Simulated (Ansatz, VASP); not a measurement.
# Si54PC53 (P_C) in two plane-wave programs

Aim: how closely do two programs agree when they are given the same cell, functional and k mesh? The cell is taken from a series of runs on this material, whose earlier steps may have relaxed, scaled, displaced or heated it; both programs get it as it stands.

Program: Ansatz 0.2.0. Level of theory: plane waves, with VASP 6.6.1 beside it; single point at r2SCAN. Results are calculated unless marked as measured.

### Step 1. The starting structure

The cell holds 108 atoms: 54 Si, 53 C and 1 P. Cell: a = 9.236 Å, b = 9.236 Å, c = 15.108 Å, α = 90.0°, β = 90.0°, γ = 120.0°. It derives from SiC (SiC (P6_3mc)). Nearest the centre at fractional (0.556, 0.444, 0.542): P108 at 0.02 Å, Si47 at 2.12 Å, Si29 at 2.13 Å, Si53 at 2.13 Å, Si27 at 2.16 Å, C59 at 3.11 Å, C77 at 3.11 Å, C65 at 3.11 Å. The cell carries charge +1.

### Step 2. VASP: single point, r2SCAN

With cell and atoms fixed, the geometry can't cause a difference; cores, projectors, grids and the points listed under the comparison can.

Lines of VASP's logs that name or quote its potential files are left out, and so is its time.

INCAR reads:

```
SYSTEM = Si54PC53
PREC = Accurate
ENCUT = 580
EDIFF = 1E-06
NELM = 120
ISMEAR = -1
SIGMA = 0.01
LREAL = Auto
ALGO = Normal
METAGGA = R2SCAN
LASPH = .TRUE.
NELECT = 432
NBANDS = 296
LORBIT = 11
LWAVE = .FALSE.
LCHARG = .FALSE.
ISIF = 2
ISYM = 0
GGA_COMPAT = .FALSE.
EFERMI = MIDGAP
LMIXTAU = .TRUE.
KPAR = 4
```

POSCAR reads:

```
Si54PC53
1.0
    9.2359949282      0.0000000000      0.0000000000
   -4.6179974641      7.9986062370      0.0000000000
    0.0000000000      0.0000000000     15.1078644027
Si C P
54 53 1
Direct
    0.1120420357      0.2218711836      0.8335046253
    0.2211972395      0.1098379558      0.3306753951
    0.2219856463      0.1107860818      0.6674354297
[... 1 atom line left out ...]
    0.0003666359      0.0004815423      0.4992014474
[... 2 atom lines left out ...]
    0.2211704793      0.4456149010      0.3307113305
    0.2220612115      0.4440595244      0.6673899151
[... 1 atom line left out ...]
    0.0004564346      0.3344475358      0.4992650228
[... 5 atom lines left out ...]
    0.0011508372      0.6676674926      0.4985196622
[... 1 atom line left out ...]
    0.4441921559      0.2192976195      0.8361557499
    0.5549934572      0.1098645822      0.3307035350
    0.5566263619      0.1107994269      0.6673768365
[... 1 atom line left out ...]
    0.3331721154      0.9996870773      0.4985138613
[... 1 atom line left out ...]
    0.4442286522      0.5565655955      0.8361658346
    0.5556856205      0.4450602648      0.3327252491
    0.5562906353      0.4445318241      0.6846240952
[... 1 atom line left out ...]
    0.3053754089      0.3195605363      0.4937296315
[... 2 atom lines left out ...]
    0.5551287897      0.7795616442      0.3307142203
    0.5567322247      0.7787422337      0.6673944507
[... 1 atom line left out ...]
    0.3333049981      0.6675273509      0.4985538940
[... 5 atom lines left out ...]
    0.6663874104      0.0003795571      0.4992657528
[... 1 atom line left out ...]
    0.7814903810      0.5565980296      0.8361613888
    0.8908569603      0.4457433695      0.3307025252
    0.8900104056      0.4441696126      0.6673788098
[... 1 atom line left out ...]
    0.6807586670      0.3200585042      0.4936831920
[... 2 atom lines left out ...]
    0.8909052388      0.7795495248      0.3306809401
    0.8900172669      0.7788239700      0.6674425950
[... 1 atom line left out ...]
    0.6812925091      0.6954758401      0.4937462170
[... 3 atom lines left out ...]
    0.1118246158      0.2220436813      0.7082306495
[... 1 atom line left out ...]
    0.2196428005      0.1076795494      0.5418329766
[... 5 atom lines left out ...]
    0.2194852931      0.4452845839      0.5417917346
[... 2 atom lines left out ...]
    0.9996940667      0.6673505191      0.3736041605
[... 5 atom lines left out ...]
    0.3334090591      0.0010643556      0.3735987677
    0.4432530394      0.2181639779      0.7114880820
[... 1 atom line left out ...]
    0.5551863110      0.1077786309      0.5417515374
[... 2 atom lines left out ...]
    0.3296991120      0.3321987876      0.3714397363
    0.4433990493      0.5573946402      0.7114752784
[... 3 atom lines left out ...]
    0.3334940240      0.6672722874      0.3736148772
[... 2 atom lines left out ...]
    0.5555715143      0.7813809514      0.5418113161
[... 3 atom lines left out ...]
    0.7786820659      0.2221157385      0.7081879860
[... 4 atom lines left out ...]
    0.6682680440      0.3324500392      0.3714077584
    0.7826470075      0.5575635183      0.7114827357
[... 1 atom line left out ...]
    0.8930907349      0.4456759395      0.5417589352
[... 2 atom lines left out ...]
    0.6685896124      0.6710812421      0.3714489006
    0.7787409624      0.8889688352      0.7082342198
[... 1 atom line left out ...]
    0.8931981861      0.7812355906      0.5418415777
[... 1 atom line left out ...]
    0.5557494206      0.4451027948      0.5427612185
```

KPOINTS reads:

```
Points of the shifted mesh
8
Reciprocal
 0.2500000000  0.2500000000  0.2500000000 1
 0.2500000000  0.2500000000  0.7500000000 1
 0.2500000000  0.7500000000  0.2500000000 1
 0.2500000000  0.7500000000  0.7500000000 1
 0.7500000000  0.2500000000  0.2500000000 1
 0.7500000000  0.2500000000  0.7500000000 1
 0.7500000000  0.7500000000  0.2500000000 1
 0.7500000000  0.7500000000  0.7500000000 1
```

The projector-augmented-wave data sets are Si, C and P (PBE family, release 64).

Started as:

```
$ mpirun -np 8 vasp_std
```

Numbers of over 12 decimals in the logs are rounded to 6 here.

The log of the run:

```text
[banner, memory and clock lines left out]
running    8 mpi-ranks, on    1 nodes
[...]
|                                                                             |
|           W    W    AA    RRRRR   N    N  II  N    N   GGGG   !!!           |
|           W    W   A  A   R    R  NN   N  II  NN   N  G    G  !!!           |
|           W    W  A    A  R    R  N N  N  II  N N  N  G       !!!           |
|           W WW W  AAAAAA  RRRRR   N  N N  II  N  N N  G  GGG   !            |
|           WW  WW  A    A  R   R   N   NN  II  N   NN  G    G                |
|           W    W  A    A  R    R  N    N  II  N    N   GGGG   !!!           |
|                                                                             |
|     For optimal performance we recommend to set                             |
|       NCORE = 2 up to number-of-cores-per-socket                            |
|     NCORE specifies how many cores store one orbital (NPAR=cpu/NCORE).      |
|     This setting can greatly improve the performance of VASP for DFT.       |
[...]
DAV:   5    -0.121082704428E+04   -0.10132E+00   -0.10114E+00  5760   0.161E+00BRMIX: very serious problems
 the old and the new charge density differ
 old charge density:   433.00000 new  432.00000
BRMIX: very serious problems
 the old and the new charge density differ
 old charge density:   433.00000 new  432.00000
BRMIX: very serious problems
 the old and the new charge density differ
 old charge density:   433.00000 new  432.00000
BRMIX: very serious problems
 the old and the new charge density differ
 old charge density:   433.00000 new  432.00000
    0.681E+01
DAV:   6    -0.110863418571E+04    0.10219E+03   -0.29330E+02  5392   0.234E+01    0.388E+01
DAV:   7    -0.104972591388E+04    0.58908E+02   -0.20416E+01  5800   0.804E+00    0.153E+01
DAV:   8    -0.110283004520E+04   -0.53104E+02   -0.14196E+01  4960   0.757E+00    0.108E+01
DAV:   9    -0.107690717676E+04    0.25923E+02   -0.36459E+00  5088   0.406E+00    0.540E+00
[...]
DAV:  25    -0.105037074440E+04    0.13926E-04   -0.14008E-05  5328   0.730E-03    0.316E-02
DAV:  26    -0.105037076369E+04   -0.19285E-04   -0.84826E-06  4984   0.805E-03    0.188E-02
DAV:  27    -0.105037076381E+04   -0.11719E-06   -0.35074E-06  4288   0.377E-03
   1 F= -.10503708E+04 E0= -.10503708E+04  d E =0.000000E+00
```

From OUTCAR (step 2):

```text
  FREE ENERGIE OF THE ION-ELECTRON SYSTEM (eV)
  ---------------------------------------------------
  free  energy   TOTEN  =     -1050.3707638064 eV

  energy  without entropy=    -1050.3707638064  energy(sigma->0) =    -1050.37076381
```

The cell is charged against a uniform background.

The run ends at a pressure of 0.43 GPa, with forces up to 0.14 eV/Å.

### Step 3. Ansatz: single point, r2SCAN

Ansatz runs on its PAW soft_1 files.

The same cell, functional, mesh and smearing now go to Ansatz.

input.yaml reads:

```yaml
crystal:
  checkpoint: "../qp1.relax.run"
  host: checkpoint
total_charge: 1
basis:
  ecutwfc: 500
  xc_grid: 2
hamiltonian:
  xc: r2scan
  pseudopotentials: { kind: paw, azcp: { folder: soft_1 } }
kpoints:
  mp_grid: { grid: [2, 2, 2], shift: [0.5, 0.5, 0.5] }
scf:
  occupations: { method: fermi_dirac, width: 0.01 }
  max_iter: 100
output:
  forces: true
  eigenvalues: true
  charged_corrections:
    epsilon: [7.09, 7.09, 7.35]
    static_epsilon: [10.43, 10.43, 10.95]
    defect_position: [0.555556, 0.444444, 0.541528]
  eigenstates: { localisation: true }
  populations: true
  band_densities: [{ bands: [v1, v1] }, { bands: [c1, c1] }]
  write_density: true
  write_potential: true
  volumetric_format: npy
checkpoint:
  read: "../qp1.relax.run"
  write: "../qp1.point.run"
  compress: false
  write_wavefunctions: false
  write_every: 100000
```

Started as:

```
$ ansatz run input.yaml --threads 4 --pin off --max-ram 15073MiB --backend cpu --events-out ev --progress --plain --runs-dir out
```

The log of the run:

```text
crystal.checkpoint: the structure is that of <dir>, a `relax` run, at its step 7: its result, under r2scan at a charge of 1 e; 108 atoms read, 0 with a starting moment; crystal.structure_sha256 for this input is
Engine: ansatz 0.2.0, x86_64-unknown-linux-gnu
Pseudopotentials: kind: paw
Pseudopotential: Si, paw, valence charge 4, recommended cutoff 500 eV (meta_gga), soft_1/Si.paw.azcp
Pseudopotential: C, paw, valence charge 4, recommended cutoff 500 eV (meta_gga), soft_1/C.paw.azcp
Pseudopotential: P, paw, valence charge 5, recommended cutoff 500 eV (meta_gga), soft_1/P.paw.azcp
Functional definition: r2SCAN
  parameter k0 = 0.174
  parameter k1 = 0.065
  parameter a1 = 4.9479
  exchange = r2scan_x(k0 = k0, k1 = k1, a1 = a1)
  correlation = r2scan_c
Crystal: 108 atoms, lattice volume = 1116.095 Å³
Basis set: ecut = 500 eV, 28399 PW (Γ), exchange–correlation on 144×144×240 points (8 copies of the dense FFT grid, shifted against one another)
Bands: 324, of which v1, the nominal top of the filled ones, is band 216 counted from 1 (215 counted from 0)
Symmetry: 1 space group operations
Space group: P1 (ITA 1), of the structure as read, at distance tolerance 1.0e-4 Å
k-points: 4 of 8 (time reversal used)
Non-local potential: Si, projectors of the file, l = 0: 2, l = 1: 2, l = 2: 1
Non-local potential: C, projectors of the file, l = 0: 2, l = 1: 2, l = 2: 1
Non-local potential: P, projectors of the file, l = 0: 2, l = 1: 2, l = 2: 1
PAW form: soft (Blöchl's): semilocal exchange-correlation on the pseudo side does not see the compensation charge
PAW frozen core: Si, regenerated for the run's functional (the file was generated under x = pbe(κ = 0.804, μ = 0.219515), c = pbe(β = 0.066725))
PAW frozen core: C, regenerated for the run's functional (the file was generated under x = pbe(κ = 0.804, μ = 0.219515), c = pbe(β = 0.066725))
PAW frozen core: P, regenerated for the run's functional (the file was generated under x = pbe(κ = 0.804, μ = 0.219515), c = pbe(β = 0.066725))
PAW one-centre angular grid: Si, 302 points (default); XC on 160 Gauss nodes
PAW one-centre angular grid: C, 302 points (default); XC on 219 of its mesh's 2255 points in the sphere
PAW one-centre angular grid: P, 302 points (default); XC on 160 Gauss nodes
Initial density: read from a saved state, or passed on in memory by an earlier SCF of this step, an earlier step, the calling program or the single point that the run made first
Initial wavefunctions: pseudopotential atomic-orbital guess — the wavefunctions supplied were not used: k-point sampling differs
Functional: x = r2scan, c = r2scan; τ floored in thin density (d = 2e-4 eV/Å³)
iter 1 solved again at ethr=1.78e-5 eV; its pass at ethr=3.10e-3 eV (dr2=7.67e-2 eV) is discarded
SCF iter   1: F=—  HF=-48648.270948 eV  |F-HF|=—  |Δ(HF+E_count)|=         —  Δρ=3.10e-3  dr2=7.40e-2  dr2_τ=4.82e-3  ethr=1.78e-5  ⟨swp⟩=9.2  Hψ=10707  notcnv=0
preconditioner: auto → Resta (q_TF=auto, 2.329 Å⁻¹)  ε∞=4.3  [insulator: Δε(μ)=2.532 eV  Ē_g=12.729 eV  σ=0.010 eV  W_gap=1.00  n_scr=244 (ndim 8)  ℏωp=23.1 eV  f_vac=0.000  D(μ)=0.00/eV (n_scr^D=0)  ε∞_Penn≈4.3]
SCF iter   2: F=—  HF=-48648.274538 eV  |F-HF|=—  |Δ(HF+E_count)|=   3.59e-3  Δρ=1.69e-3  dr2=1.80e-2  dr2_τ=5.81e-4  ethr=1.71e-5  ⟨swp⟩=5.8  Hψ=2579  notcnv=0
SCF iter   3: F=—  HF=-48648.279765 eV  |F-HF|=—  |Δ(HF+E_count)|=   5.23e-3  Δρ=3.83e-4  dr2=1.12e-3  dr2_τ=9.34e-5  ethr=4.18e-6  ⟨swp⟩=5.0  Hψ=2603  notcnv=0
SCF iter   4: F=—  HF=-48648.280179 eV  |F-HF|=—  |Δ(HF+E_count)|=   4.14e-4  Δρ=4.37e-5  dr2=1.36e-5  dr2_τ=4.46e-7  ethr=2.59e-7  ⟨swp⟩=2.8  Hψ=2161  notcnv=0
SCF iter   5: F=—  HF=-48648.279738 eV  |F-HF|=—  |Δ(HF+E_count)|=   4.42e-4  Δρ=6.53e-6  dr2=5.26e-7  dr2_τ=4.52e-8  ethr=3.16e-9  ⟨swp⟩=2.0  Hψ=2150  notcnv=0
SCF iter   6: F=-48648.279738 eV  HF=-48648.279738 eV  |F-HF|=1.15e-8  |Δ(HF+E_count)|=   5.38e-8  Δρ=1.73e-6  dr2=3.72e-8  dr2_τ=3.72e-9  ethr=2.31e-11  ⟨swp⟩=15.2  Hψ=10316  notcnv=0
SCF 1 converged in 6 iterations: F = -48648.279738 eV  dr2 = 3.72e-8
  greatest PAW one-centre occupation: 0.784 electrons in one spin orbital (limit 2), on the P atom at site 58 (counted from 0), in its partial waves of l = 0
SCF converged after 6 iterations
Free energy (F): -48648.279738 eV
Harris-Foulkes:  -48648.279738 eV  (|F-HF|=1.15e-8)
Internal energy: -48648.279738 eV  (E = F + TS)
E sigma→0 (E₀):  -48648.279738 eV
Fermi energy:    10.740391 eV
--- Per-component energies (eV) ---
  E_band       = 1409.529038
  E_kinetic    = 7213.687983
  E_local      = -5092.975122  (includes V_loc(G=0)·N_el)
  E_nonlocal   = 2386.308371
  E_hartree    = 1738.530149
  E_xc         = -5498.895000
  E_vxc        = -6362.091731  (∫ρ·V_xc dr)
  E_paw        = -33941.436569  (= ΣΔE_a)
  E_vpaw       = -507.459016  (= ΣTr[D̂ρ^β])
  E_aug_tail   = 0.000793  (compensation charges beyond the density's cutoff)
[...]
k-point 3: bands = [... 212 lower, 8.9779, 9.2450, 9.2909, 9.4727, 12.0682, 12.2244, 12.6677, 12.6781, ... 104 higher]
--- Löwdin populations: 108 sites ---
  site symbol       q [e]
     0     Si      2.9253
     1     Si      2.9247
     2     Si      2.9352
     3     Si      2.9375
     4     Si      2.9454
     5     Si      2.9375
     6      C      4.9808
     7      C      4.9833
     8      C      4.9671
     9      C      4.9699
    10      C      4.9698
    11      C      4.9704
    12     Si      2.9220
    13     Si      2.9248
    14     Si      2.9354
    15     Si      2.9367
    16     Si      2.9453
    17     Si      2.9375
    18      C      4.9808
    19      C      4.9833
    20      C      4.9648
    21      C      4.9699
    22      C      4.9693
    23      C      4.9731
[...]
100     Si      3.0703
   101     Si      2.9383
   102      C      4.9838
   103      C      4.9771
   104      C      4.9671
   105      C      4.9699
   106      C      4.9698
   107      C      4.9704
  spilling = 0.010271 (of n_electrons = 432.000000)
--- Band densities, each state counted as filled ---
  window                                       electrons  max residual (eV)  cut levels
  bands: [v1, v1]                               2.000000             3.2e-9           0
  bands: [c1, c1]                               2.000000             2.3e-4           0
```

### Step 4. Differences

Known differences besides the potentials themselves: VASP keeps PBE cores, Ansatz makes them for the functional; the cutoff is 500 eV in Ansatz and 580 eV in VASP (PREC = Accurate, projectors in real space). Total energies have different zeros and are not compared.

The two programs side by side:

```tsv
quantity	Ansatz	VASP	difference
gap on the k mesh (eV)	2.529	2.542	-0.013
```

Forces on 8 of the 108 atoms, those with the largest forces and the largest differences (eV/Å; atoms numbered as in POSCAR):

```tsv
atom	Ansatz x, y, z	VASP x, y, z
Si5	0.100, -0.057, 0.075	0.103, -0.055, 0.075
Si29	0.048, 0.008, 0.028	0.083, 0.029, 0.050
Si47	0.043, -0.020, 0.052	0.007, 0.001, 0.074
Si53	0.017, -0.044, 0.026	0.016, -0.085, 0.047
C56	0.073, -0.044, -0.043	0.074, -0.045, -0.043
C59	-0.083, 0.011, -0.054	-0.085, 0.013, -0.056
C97	0.083, -0.045, -0.032	0.086, -0.047, -0.029
C106	-0.054, 0.061, -0.055	-0.056, 0.063, -0.057
```

The forces differ by 5.4 meV/Å r.m.s., which is 14.3 % of the r.m.s. force of 0.038 eV/Å (both taken over all components). A gap on the mesh is an upper bound, since the band edges may lie between its points. The cell carries a charge of +1 e against a uniform background, so its pressure also hangs on how the neutralising background is counted, and in a defect's cell a gap may be the spacing between its levels.

### Step 5. What came out

* r.m.s. force difference (single point, r2SCAN): 5.4 meV/Å

**Reading.** The r.m.s. force difference is 5.4 meV/Å (single point, r2SCAN), within the 12 meV/Å picked in this series as the mark of a large difference. How closely two codes agree says nothing of how well the functional describes the real material.

[Lines on the potential files, build, host, timing and source positions are cut from VASP's logs without a mark.]

[Logs are printed without paths, hosts, clocks, repeated set-up lines and the standing remarks that a program may print on its own settings, such as how far it seeks lower states.]

[Hosts, paths, dates, database ids (printed as entryN), source tags and the programs' standing remarks are cut or masked in the printed files.]
